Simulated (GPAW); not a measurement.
Runs of GPAW 26.7.0 on AlRu. The structure is cubic, space group Pm-3m (No. 221). Conventional cell: a = 2.992 Å, b = 2.992 Å, c = 2.992 Å, α = 90.00°, β = 90.00°, γ = 90.00°. Ru (site symmetry m-3m) is surrounded by 8 Al at 2.59 Å. Al (site symmetry m-3m) is surrounded by 8 Ru at 2.59 Å. 

| level | potentials or basis | eigensolver | pressure (GPa) |
| --- | --- | --- | --- |
| RPBE | the program's PAW data sets (release 1.2.1) made for this functional, pw | - | 6.9 |
| revPBE | the program's PAW data sets (release 1.2.1) made for this functional, pw | - | 6.0 |
| BLYP | PAW data sets generated in the run's folder for this functional, pw | davidson | (a) |
| AM05 | PAW data sets generated in the run's folder for this functional, pw | - | (b) |
| r2SCAN | GPAW PAW data sets (gpaw-data 1.2.1), pw | - | -0.6 |
| LDA | the program's PAW data sets (release 1.2.1) made for this functional, pw | - | -7.6 |
| PBE | GPAW PAW data sets (gpaw-data 1.2.1), pw | - | 3.2 |

Alike in all rows: task band structure; no spin polarisation; cell as given; k mesh 9 × 9 × 9; cutoff (eV) 600; smearing fermi-dirac 0.05 eV.

Problem. Fill in the values left out.

Solution. (a) 9.3; (b) -3.2.

Caveats: the PAW data sets were made with another functional, which shifts forces and pressure a little (some runs).
